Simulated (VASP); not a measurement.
AlCo: relaxation of the atoms with PBE

The system is AlCo.

```xyz
2
Lattice="2.7929 0.0000 0.0000 0.0000 2.7929 0.0000 0.0000 0.0000 2.7929" Properties=species:S:1:pos:R:3 pbc="T T T"
Al    0.0000    0.0000    0.0000
Co    1.3964    1.3964    1.3964
```

The cell is a database's computed one.

The cell isn't the ideal one: a relaxed cell with its volume scaled by 0.94.

```json
{
  "Program": "VASP 6.6.1",
  "Task": "relaxation of the atoms",
  "Functional": "PBE",
  "Potentials or basis": "VASP PAW PBE potentials, release 64 (Al, Co)",
  "Cutoff": "600 eV",
  "k mesh": "14 × 14 × 14",
  "Occupations": "methfessel-paxton, width 0.1 eV",
  "Spin": "no spin polarisation",
  "Further INCAR settings": "ALGO = Normal; EDIFF = 1e-07; IBRION = 2; EDIFFG = -0.01; NSW = 40"
}
```

The pressure after relaxing is 12.7 GPa. The band gap on the k mesh is none (metal or under the smearing width).

Final structure:
```yaml
crystal:
  lattice:
    - [2.79288, 0.00000, 0.00000]
    - [0.00000, 2.79288, 0.00000]
    - [0.00000, 0.00000, 2.79288]
  atoms:
    - { symbol: Al, position: [0.00000, 0.00000, 0.00000] }
    - { symbol: Co, position: [0.50000, 0.50000, 0.50000] }
```

Levels at points of the mesh, in eV from the Fermi level:
```tsv
k point	band 3	band 4	band 5	band 6	band 7	band 8	band 9	band 10
(0.00, 0.00, 0.00)	-3.29	-0.96	-0.96	-0.96	6.24	6.24	6.24	8.94
(0.50, 0.00, 0.00)	-2.64	-1.90	-1.90	-0.84	0.17	8.43	10.92	10.92
(0.50, 0.50, 0.00)	-2.85	-2.85	-1.69	-1.69	-0.30	2.57	3.78	13.42
(0.50, 0.50, 0.50)	-4.27	-0.26	-0.26	2.35	2.35	2.35	4.65	5.62
```

It took 7.9 s on 1 thread of Intel(R) Xeon(R) 6975P-C (Granite Rapids), on a shared host, peak memory 0.16 GiB.

Caveat: the relaxation stopped at its first step, so nothing moved. Spin polarisation is off, so any magnetic state and its effect on volume and gap are missing.
